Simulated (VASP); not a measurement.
# NaCl (I4/mmm) in VASP: further runs

The runs below take NaCl through single point, with PBE.

Program: VASP 6.6.1. These are calculated values, not measurements. Logs are shortened: lines on timing, memory, paths and dates and some standing lists are left out, and cuts for length are marked.

**1. The cell of the first run**

Symmetry: I4/mmm, No. 139, tetragonal system. Conventional cell: a = 3.964 Å, b = 3.964 Å, c = 5.892 Å, α = 90.00°, β = 90.00°, γ = 90.00°. Na (site symmetry 4/mmm) is surrounded by 6 Cl at 2.80 to 2.95 Å. Cl (site symmetry 4/mmm) is surrounded by 6 Na at 2.80 to 2.95 Å.

The cell was built by a generator and needn't be a form met in nature.

**2. Single point, PBE (uniaxial_x strain +5.1%)**

File INCAR:

```
SYSTEM = NaCl
ALGO = Fast
EDIFF = 1E-7
ENCUT = 520
GGA = PE
ISIF = 2
ISMEAR = -1
LASPH = .TRUE.
LCHARG = .TRUE.
LELF = .TRUE.
LREAL = .FALSE.
LVHAR = .TRUE.
LWAVE = .FALSE.
NBANDS = 14
NELM = 100
PREC = Accurate
SIGMA = 0.02
```

File KPOINTS:

```
k-points
0
G
  8 8 8
  0 0 0
```

File POSCAR:

```
NaCl
1.0
    0.0000000000      2.8026988303      2.8026988303
    2.9459167406      0.0000000000      2.8026988303
    2.9459167406      2.8026988303      0.0000000000
Na Cl
1 1
Direct
    0.0000000000      0.0000000000      0.0000000000
    0.5000000000      0.5000000000      0.5000000000
```

Potentials or basis: VASP PAW PBE potentials, release 64 (Na_pv, Cl).

The run is started by

```
$ cat potpaw_PBE.64/Na_pv/POTCAR potpaw_PBE.64/Cl/POTCAR > POTCAR
$ mpirun -np 1 vasp_std > vasp.out
```

OUTCAR:

```text
SYSTEM = NaCl
   EDIFF = 1E-7
   ENCUT = 520
   GGA = PE
   ISIF = 2
   ISMEAR = -1
   LASPH = .TRUE.
   LREAL = .FALSE.
   NELM = 100
   PREC = Accurate

 ion  position               nearest neighbor table
   1  0.000  0.000  0.000-
   2  0.500  0.500  0.500-

  LATTYP: Found a body centered tetragonal cell.
 ALAT       =     3.9636146971
 C/A-ratio  =     1.4864798754

  Lattice vectors:

 A1 = (   2.9459167406,   0.0000000000,   2.8026988303)
 A2 = (   2.9459167406,   0.0000000000,  -2.8026988303)
 A3 = (  -2.9459167406,   2.8026988303,   0.0000000000)

Analysis of symmetry for initial positions (statically):
=====================================================================
 Subroutine PRICEL returns:
 Original cell was already a primitive cell.

 Routine SETGRP: Setting up the symmetry group for a
 body centered tetragonal supercell.

 Subroutine GETGRP returns: Found 16 space group operations
 (whereof 16 operations were pure point group operations)
 out of a pool of 16 trial point group operations.

The static configuration has the point symmetry D_4h.

Analysis of symmetry for dynamics (positions and initial velocities):
=====================================================================
 Subroutine PRICEL returns:
 Original cell was already a primitive cell.

 Routine SETGRP: Setting up the symmetry group for a
 body centered tetragonal supercell.

 Subroutine GETGRP returns: Found 16 space group operations
 (whereof 16 operations were pure point group operations)
 out of a pool of 16 trial point group operations.

The dynamic configuration has the point symmetry D_4h.

 Subroutine INISYM returns: Found 16 space group operations
 (whereof 16 operations are pure point group operations),
 and found     1 'primitive' translations

----------------------------------------------------------------------------------------

                                     Primitive cell

  volume of cell :      46.2811

  direct lattice vectors                    reciprocal lattice vectors
     0.000000000  2.802698830  2.802698830    -0.169726453  0.178399475  0.178399475
     2.945916741  0.000000000  2.802698830     0.169726453 -0.178399475  0.178399475
     2.945916741  2.802698830  0.000000000     0.169726453  0.178399475 -0.178399475

  length of vectors
     3.963614697  4.066146354  4.066146354     0.304072054  0.304072054  0.304072054

  position of ions in fractional coordinates (direct lattice)
     0.000000000  0.000000000  0.000000000
     0.500000000  0.500000000  0.500000000

  ion indices of the primitive-cell ions
   primitive index   ion index
[... 87 lines left out ...]
   EMIN   =  10.00;   EMAX   =-10.00  energy-range for DOS
   EFERMI =   0.00;   METHOD = LEGACY
   ISMEAR =    -1;   SIGMA  =   0.02  broadening in eV -4-tet -1-fermi 0-gaus
   EFERMI_NEDOS =   21; number of points for ismear=-14 and -15
   IALGO  =     68    algorithm
   IMIX   =      4    mixing-type and parameters
     AMIX     =   0.40;   BMIX     =  1.00
     AMIX_MAG =   1.60;   BMIX_MAG =  1.00
  volume/ion in A,a.u.               =      23.14       156.16
  Fermi-wavevector in a.u.,A,eV,Ry     =   1.098963  2.076739 16.432023  1.207720
  Thomas-Fermi vector in A             =   2.235349
   LORBIT       =      0    0 simple, 1 ext, 2 COOP (PROOUT), +10 PAW based schemes
   GGA     = PE    functional components
   LHFCALC =     F    Hartree Fock is set to
   AEXX    =    0.0000 exact exchange contribution
   IVDW    =     0    specifies the selected vdW correction
   LEPSILON=     F    determine dielectric tensor
   LRPA    =     F    only Hartree local field effects (RPA)
 non-spin polarized calculation
 RMM-DIIS sequential band-by-band and
  energy-cutoff  :      520.00
  volume of cell :       46.28
 maximum number of plane-waves:      1275
 NGX is ok and might be reduce to    30
   NGX = 15   NGY = 15   NGZ = 15

 number of electron      13.9999987 magnetization

 Free energy of the ion-electron system (eV)
  ---------------------------------------------------
  ext. energy  EPLUGINS =         0.00000000
  ---------------------------------------------------
  free energy    TOTEN  =        -6.76995302 eV

  energy without entropy =       -6.76995302  energy(sigma->0) =       -6.76995302

 E-fermi :  -0.5072     XC(G=0):  -8.0294

 val. band max:       -0.8894691870   @ k =   0.0000   0.0000   0.0000
 cond. band min:       4.0811386658   @ k =   0.0000   0.0000   0.0000
 fundamental gap:      4.9706078528
 Fermi energy:        -0.5072087643

 k-point     1 :       0.0000    0.0000    0.0000
  band No.  band energies     occupation
      1     -21.7903      2.00000
      2     -21.7812      2.00000
      3     -21.7812      2.00000
      4     -13.5032      2.00000
      5      -0.9228      2.00000
      6      -0.9228      2.00000
      7      -0.8895      2.00000
      8       4.0811      0.00000
      9       9.9443      0.00000
     10      10.3116      0.00000
     11      10.3116      0.00000
     12      11.9920      0.00000
     13      12.5939      0.00000
     14      13.8715      0.00000
[... 377 lines left out ...]
      1     -21.8002      2.00000
      2     -21.7927      2.00000
      3     -21.7814      2.00000
      4     -13.2836      2.00000
      5      -2.2233      2.00000
      6      -1.2682      2.00000
      7      -1.0481      2.00000
      8       6.1790      0.00000
      9       8.7061      0.00000
     10       9.8376      0.00000
     11      10.7876      0.00000
     12      11.9489      0.00000
     13      13.5761      0.00000
     14      15.0770      0.00000

 [... further k-points ...]

------------------------ aborting loop because EDIFF is reached ----------------------------------------

  FORCE on cell =-STRESS in cart. coord.  units (eV):
  Direction    XX          YY          ZZ          XY          YZ          ZX
  --------------------------------------------------------------------------------------
  -------------------------------------------------------------------------------------
  Total       -0.2933137      0.1729746      0.1729746     -0.0000000      0.0000000     -0.0000000
  in kB      -10.1540570      5.9881061      5.9881061     -0.0000000      0.0000000     -0.0000000
  external PRESSURE =       0.6073850 kB  Pullay stress =       0.0000000 kB

 VOLUME and BASIS-vectors are now :
 -----------------------------------------------------------------------------
  energy-cutoff  :      520.00
  volume of cell :       46.28
      direct lattice vectors                 reciprocal lattice vectors
     0.000000000  2.802698830  2.802698830    -0.169726453  0.178399475  0.178399475
     2.945916741  0.000000000  2.802698830     0.169726453 -0.178399475  0.178399475
     2.945916741  2.802698830  0.000000000     0.169726453  0.178399475 -0.178399475

 POSITION                                       TOTAL-FORCE (eV/Angst)
 -----------------------------------------------------------------------------------
      0.00000      0.00000      0.00000         0.000000     -0.000000      0.000000
      2.94592      2.80270      2.80270        -0.000000      0.000000     -0.000000
 -----------------------------------------------------------------------------------
    total drift:                               -0.000000      0.000000      0.000000

  FREE ENERGIE OF THE ION-ELECTRON SYSTEM (eV)
  ---------------------------------------------------
  free  energy   TOTEN  =        -6.7699530153 eV

  energy  without entropy=       -6.7699530153  energy(sigma->0) =       -6.76995302
```

OSZICAR:

```text
N       E                     dE             d eps       ncg     rms          rms(c)
DAV:   1     0.102265598665E+03    0.10227E+03   -0.70067E+03  1664   0.999E+02
DAV:   2     0.163907153160E+01   -0.10063E+03   -0.92351E+02  1788   0.276E+02
DAV:   3    -0.683435641828E+01   -0.84734E+01   -0.84235E+01  2156   0.734E+01
DAV:   4    -0.697317333154E+01   -0.13882E+00   -0.13875E+00  1982   0.100E+01
[... 15 lines left out ...]
RMM:  20    -0.676995413878E+01    0.29859E-06   -0.92827E-08  1138   0.240E-03    0.131E-02
RMM:  21    -0.676995359211E+01    0.54667E-06   -0.37821E-07  2149   0.433E-03    0.821E-03
RMM:  22    -0.676995323892E+01    0.35319E-06   -0.25352E-07  1620   0.330E-03    0.439E-03
RMM:  23    -0.676995309000E+01    0.14892E-06   -0.69180E-08  1079   0.206E-03    0.245E-03
RMM:  24    -0.676995301530E+01    0.74705E-07   -0.36095E-08  1063   0.148E-03
   1 F= -.67699530E+01 E0= -.67699530E+01  d E =-.210854E-10
```

Wall time 31 s (1 thread of Intel Xeon 6975P-C (Granite Rapids), shared host); peak memory 0.17 GiB.

What came out:

```yaml
Free_energy: -6.7700 eV
Pressure: 0.1 GPa
Band_gap_on_the_k_mesh: 4.97 eV, direct
```

Stress tensor (GPa, compression positive):
```
-1.02  0.00  0.00
 0.00  0.60  0.00
 0.00  0.00  0.60
```

**3. Single point, PBE (biaxial_xy strain +5.0%)**

File INCAR:

```
SYSTEM = NaCl
PREC = Accurate ; ENCUT = 520
EDIFF = 1E-6 ; ISMEAR = -1
SIGMA = 0.02 ; LREAL = .FALSE.
LASPH = .TRUE. ; NELM = 100
ALGO = Normal ; ISIF = 2
LWAVE = .FALSE. ; LCHARG = .FALSE.
GGA = PE ; NBANDS = 14
```

File KPOINTS:

```
Automatic mesh
0
G
  8 8 8
  0 0 0
```

File POSCAR:

```
NaCl
1.0
    0.0000000000      2.9414324224      2.8026988303
    2.9414324224      0.0000000000      2.8026988303
    2.9414324224      2.9414324224      0.0000000000
Na Cl
1 1
Direct
    0.0000000000      0.0000000000      0.0000000000
    0.5000000000      0.5000000000      0.5000000000
```

Potentials or basis: VASP PAW PBE potentials, release 64 (Na_pv, Cl).

The run is started by

```
$ cat potpaw_PBE.64/Na_pv/POTCAR potpaw_PBE.64/Cl/POTCAR > POTCAR
$ mpirun -np 1 vasp_std > vasp.out
```

OUTCAR:

```text
SYSTEM = NaCl
   PREC = Accurate
   ENCUT = 520
   EDIFF = 1E-6
   ISMEAR = -1
   LREAL = .FALSE.
   LASPH = .TRUE.
   NELM = 100
   ISIF = 2
   GGA = PE

 ion  position               nearest neighbor table
   1  0.000  0.000  0.000-
   2  0.500  0.500  0.500-

  LATTYP: Found a body centered tetragonal cell.
 ALAT       =     4.1598136246
 C/A-ratio  =     1.3475117317

  Lattice vectors:

 A1 = (   0.0000000000,  -2.9414324224,  -2.8026988303)
 A2 = (   0.0000000000,   2.9414324224,  -2.8026988303)
 A3 = (   2.9414324224,   0.0000000000,   2.8026988303)

Analysis of symmetry for initial positions (statically):
=====================================================================
 Subroutine PRICEL returns:
 Original cell was already a primitive cell.

 Routine SETGRP: Setting up the symmetry group for a
 body centered tetragonal supercell.

 Subroutine GETGRP returns: Found 16 space group operations
 (whereof 16 operations were pure point group operations)
 out of a pool of 16 trial point group operations.

The static configuration has the point symmetry D_4h.

Analysis of symmetry for dynamics (positions and initial velocities):
=====================================================================
 Subroutine PRICEL returns:
 Original cell was already a primitive cell.

 Routine SETGRP: Setting up the symmetry group for a
 body centered tetragonal supercell.

 Subroutine GETGRP returns: Found 16 space group operations
 (whereof 16 operations were pure point group operations)
 out of a pool of 16 trial point group operations.

The dynamic configuration has the point symmetry D_4h.

 Subroutine INISYM returns: Found 16 space group operations
 (whereof 16 operations are pure point group operations),
 and found     1 'primitive' translations

----------------------------------------------------------------------------------------

[... 120 lines left out ...]
   IVDW    =     0    specifies the selected vdW correction
   LEPSILON=     F    determine dielectric tensor
   LRPA    =     F    only Hartree local field effects (RPA)
 non-spin polarized calculation
  energy-cutoff  :      520.00
  volume of cell :       48.50
 maximum number of plane-waves:      1326
   NGX = 15   NGY = 15   NGZ = 15

 number of electron      13.9999993 magnetization

 Free energy of the ion-electron system (eV)
  ---------------------------------------------------
  ext. energy  EPLUGINS =         0.00000000
  ---------------------------------------------------
  free energy    TOTEN  =        -6.76378948 eV

  energy without entropy =       -6.76378948  energy(sigma->0) =       -6.76378948

 E-fermi :  -0.6729     XC(G=0):  -7.8346

 val. band max:       -1.1449242001   @ k =   0.0000   0.0000   0.0000
 cond. band min:       3.6641939739   @ k =   0.0000   0.0000   0.0000
 fundamental gap:      4.8091181740
 Fermi energy:        -0.6729290840

 k-point     1 :       0.0000    0.0000    0.0000
  band No.  band energies     occupation
      1     -22.1379      2.00000
      2     -22.1379      2.00000
      3     -22.1290      2.00000
      4     -13.6583      2.00000
      5      -1.1943      2.00000
      6      -1.1449      2.00000
      7      -1.1449      2.00000
      8       3.6642      0.00000
      9       9.7683      0.00000
     10       9.7683      0.00000
     11      10.1080      0.00000
     12      11.6505      0.00000
     13      12.2021      0.00000
     14      13.4268      0.00000
[... 377 lines left out ...]
      1     -22.1501      2.00000
      2     -22.1403      2.00000
      3     -22.1328      2.00000
      4     -13.4485      2.00000
      5      -2.4679      2.00000
      6      -1.4544      2.00000
      7      -1.3978      2.00000
      8       5.9326      0.00000
      9       8.3421      0.00000
     10       9.1674      0.00000
     11      10.3100      0.00000
     12      12.0736      0.00000
     13      13.4333      0.00000
     14      14.5048      0.00000

 [... further k-points ...]

------------------------ aborting loop because EDIFF is reached ----------------------------------------

  FORCE on cell =-STRESS in cart. coord.  units (eV):
  Direction    XX          YY          ZZ          XY          YZ          ZX
  --------------------------------------------------------------------------------------
  -------------------------------------------------------------------------------------
  Total       -0.4242750     -0.4242750      0.0036956      0.0000000     -0.0000000     -0.0000000
  in kB      -14.0163165    -14.0163165      0.1220866      0.0000000     -0.0000000     -0.0000000
  external PRESSURE =      -9.3035155 kB  Pullay stress =       0.0000000 kB

 VOLUME and BASIS-vectors are now :
 -----------------------------------------------------------------------------
  energy-cutoff  :      520.00
  volume of cell :       48.50
      direct lattice vectors                 reciprocal lattice vectors
     0.000000000  2.941432422  2.802698830    -0.169985207  0.169985207  0.178399475
     2.941432422  0.000000000  2.802698830     0.169985207 -0.169985207  0.178399475
     2.941432422  2.941432422  0.000000000     0.169985207  0.169985207 -0.178399475

 POSITION                                       TOTAL-FORCE (eV/Angst)
 -----------------------------------------------------------------------------------
      0.00000      0.00000      0.00000         0.000000      0.000000     -0.000000
      2.94143      2.94143      2.80270         0.000000      0.000000      0.000000
 -----------------------------------------------------------------------------------
    total drift:                                0.000000      0.000000      0.000000

  FREE ENERGIE OF THE ION-ELECTRON SYSTEM (eV)
  ---------------------------------------------------
  free  energy   TOTEN  =        -6.7637894848 eV

  energy  without entropy=       -6.7637894848  energy(sigma->0) =       -6.76378948
```

Run time: 15 s. Hardware: 1 thread of Intel Xeon 6975P-C (Granite Rapids), shared host; peak memory 0.18 GiB.

What came out:

```yaml
Free_energy: -6.7638 eV
Pressure: -0.9 GPa
Band_gap_on_the_k_mesh: 4.81 eV, direct
```

Stress tensor (GPa, compression positive):
```
-1.40  0.00  0.00
 0.00 -1.40  0.00
 0.00  0.00  0.01
```
